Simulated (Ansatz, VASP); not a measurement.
## KBr in VASP and in Ansatz

```xyz
2
Lattice="-0.0084 3.1980 3.2429 3.3413 0.0190 3.2156 3.3073 3.1367 0.0529" Properties=species:S:1:pos:R:3 pbc="T T T"
K     0.0933   -0.0377   -0.0059
Br    3.2268    3.2145    3.2616
```

Change from the starting cell: all atoms moved at random, cell strained at random.

Alike in both runs: task single point; functional PBE; k mesh 6 × 6 × 6; occupations gaussian, width 0.02 eV; no spin polarisation.

|  | VASP | Ansatz |
| --- | --- | --- |
| version | VASP 6.6.1 | Ansatz 0.2.0 |
| potentials or method | VASP PAW PBE potentials, release 64 (K_sv, Br) | scalar-relativistic, plane waves, PAW |
| plane-wave cutoff (eV) | 520 | 420 |
| valence electrons in the cell | 16 | 16 |

Ansatz gave:

```
gap on the k mesh at the Fermi level (eV)       : 4.57
least direct gap on the mesh (eV)               : 4.57
pressure (GPa)                                  : 2.3
largest component of the traceless stress (GPa) : 0.88
rms of the force components (eV/Å)              : 0.151
```

Q: Which values does VASP return?

A: gap on the k mesh at the Fermi level (eV): 4.57; least direct gap on the mesh (eV): 4.57; pressure (GPa): 2.4; largest component of the traceless stress (GPa): 0.89; rms of the force components (eV/Å): 0.153.

Atom by atom the forces differ by 0.002 eV/Å (rms over components).
